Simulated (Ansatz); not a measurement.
# PbSe (Pm-3m), clamped-ion strain scan

The calculation used DFT PBE+D3(BJ), scalar-relativistic, plane waves, PAW (Ansatz 0.2.0). Cutoff 420 eV, Γ-centred 12×12×12 k-points, Gaussian smearing of 0.15 eV. Spin–orbit coupling is left out, which can shift energies with elements as heavy as these. No spin polarisation. Energies are free energies at this smearing, counted from the undisturbed cell; pressure is positive in compression.

The undisturbed cell (as given, not relaxed at this level; it stands at -2.3 GPa; this CsCl-type form isn't the usual structure):

```
CELL_PARAMETERS angstrom
3.78432 0.00000 0.00000
0.00000 3.78432 0.00000
0.00000 0.00000 3.78432
ATOMIC_POSITIONS crystal
Pb 0.00000 0.00000 0.00000
Se 0.50000 0.50000 0.50000
```

The cell is strained by ε times the Voigt pattern (0, 0, 0, 0, 1, 0) (xx, yy, zz, yz, xz, xy; engineering shear) with fractional coordinates fixed. The cell is metallic on the mesh throughout.

| ε | ΔE (meV/atom) | stress summed along the pattern (GPa, tension positive) | pressure (GPa) |
| --- | --- | --- | --- |
| -0.0600 | ? | ? | -2.1 |
| -0.0300 | 0.4 | -0.20 | -2.2 |
| 0.0000 | 0.0 | 0.00 | -2.3 |
| 0.0150 | 0.1 | 0.10 | -2.3 |
| 0.0450 | 1.0 | 0.30 | -2.2 |

Q: Give the withheld values.

A: ΔE (meV/atom) at ε = -0.0600: 1.7; stress summed along the pattern (GPa, tension positive) at ε = -0.0600: -0.40.